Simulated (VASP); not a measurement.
A run of VASP 6.6.1:

File POSCAR:

```
HfO2
1.0
    5.1180000000      0.0000000000      0.0000000000
    0.0000000000      5.1857000000      0.0000000000
   -0.8586630598      0.0000000000      5.2138671406
Hf O
4 8
Direct
    0.2755000000      0.0397000000      0.2080000000
    0.7245000000      0.5397000000      0.2920000000
    0.7245000000      0.9603000000      0.7920000000
    0.2755000000      0.4603000000      0.7080000000
    0.4487000000      0.7581000000      0.4801000000
    0.5513000000      0.2581000000      0.0199000000
    0.5513000000      0.2419000000      0.5199000000
    0.4487000000      0.7419000000      0.9801000000
    0.0742000000      0.3316000000      0.3467000000
    0.9258000000      0.8316000000      0.1533000000
    0.9258000000      0.6684000000      0.6533000000
    0.0742000000      0.1684000000      0.8467000000
```

File INCAR.step1:

```
SYSTEM = HfO2
  ALGO = Normal
  EDIFF = 1E-5
  ENCUT = 520
  GGA = PE
  ISIF = 2
  ISMEAR = 0
  LASPH = .TRUE.
  LCHARG = .FALSE.
  LREAL = .FALSE.
  LWAVE = .TRUE.
  NBANDS = 56
  NELM = 60
  PREC = Accurate
  SIGMA = 0.05
```

INCAR.step2

```
SYSTEM = HfO2
  AEXX = 0.3
  ALGO = Normal
  EDIFF = 1E-6
  ENCUT = 520
  GGA = PE
  HFSCREEN = 0.2
  ISIF = 2
  ISMEAR = 0
  ISTART = 1
  LASPH = .TRUE.
  LCHARG = .FALSE.
  LHFCALC = .TRUE.
  LREAL = .FALSE.
  LWAVE = .FALSE.
  NBANDS = 56
  NELM = 60
  PREC = Accurate
  PRECFOCK = Fast
  SIGMA = 0.05
```

File KPOINTS:

```
k-points
0
G
  2 2 2
  0 0 0
```

Potentials or basis: VASP PAW PBE potentials, release 64 (Hf_pv, O).

Command:

```console
$ cat potpaw_PBE.64/Hf_pv/POTCAR potpaw_PBE.64/O/POTCAR > POTCAR
$ cp INCAR.step1 INCAR
$ mpirun -np 1 vasp_std > vasp.out
$ cp INCAR.step2 INCAR
$ mpirun -np 1 vasp_std > vasp.out
```

Hardware: 1 thread of Intel(R) Xeon(R) 6975P-C (Granite Rapids) (shared host).

Q: How long does it take, and how much memory?

A: Wall time 16 min on 1 thread of Intel(R) Xeon(R) 6975P-C (Granite Rapids), with other jobs on the host, peak memory 0.4 GiB. Counts: scf iterations 10, k points 8.
